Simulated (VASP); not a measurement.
LiF: electric field gradients with PBE

LiF:

```xyz
4
Lattice="3.0609 0.0000 0.0000 -1.5305 2.6509 0.0000 0.0000 0.0000 4.8073" Properties=species:S:1:pos:R:3 pbc="T T T"
Li    0.0000    1.7672    1.8323
Li    1.5305    0.8836    4.2360
F     0.0000    1.7672    4.7777
F     1.5305    0.8836    2.3741
```

Measurements of this composition are mostly on another form, of space group No. 225.

- Program: VASP 6.6.1
- Task: electric field gradients
- Functional: PBE
- Potentials or basis: VASP PAW PBE potentials, release 64 (Li_sv, F)
- Cutoff: 520 eV
- k mesh: 7 × 7 × 4
- Occupations: fermi-dirac, width 0.02 eV
- Spin: no spin polarisation
- Dipole correction: no
- Further INCAR settings: ALGO = Fast; EDIFF = 1e-08; NBANDS = 18

| Item | Value |
| --- | --- |
| Band gap on the k mesh | 7.91 eV, direct |

Forces on the atoms (eV/Å):
```
Li   0.000  0.000 -0.002
Li   0.000  0.000 -0.002
F    0.000  0.000  0.002
F    0.000  0.000  0.002
```

Levels at points of the mesh, in eV from the valence-band top:
```
           k point  band 7  band 8  band 9  band 10  band 11  band 12  band 13  band 14
(0.00, 0.00, 0.00)   -0.47   -0.15   -0.15     0.00     7.91    12.19    15.45    18.74
(0.00, 0.00, 0.50)   -0.31   -0.31   -0.31    -0.31     9.61     9.61    17.80    17.80
```

Electric field gradients, principal values (V/Å²):
```tsv
atom	Vxx	Vyy	Vzz
1 Li	-0.037	-0.040	0.076
2 Li	-0.037	-0.040	0.076
3 F	0.358	0.368	-0.725
4 F	0.358	0.368	-0.725
```

Wall time 13 s on 1 thread of Intel(R) Xeon(R) 6975P-C (Granite Rapids), on a shared host, peak memory 0.14 GiB.

Caveat: an odd mesh through Γ misses points on the zone boundary, where band edges often lie. A hybrid or GW would open this gap; PBE tends to underestimate it.
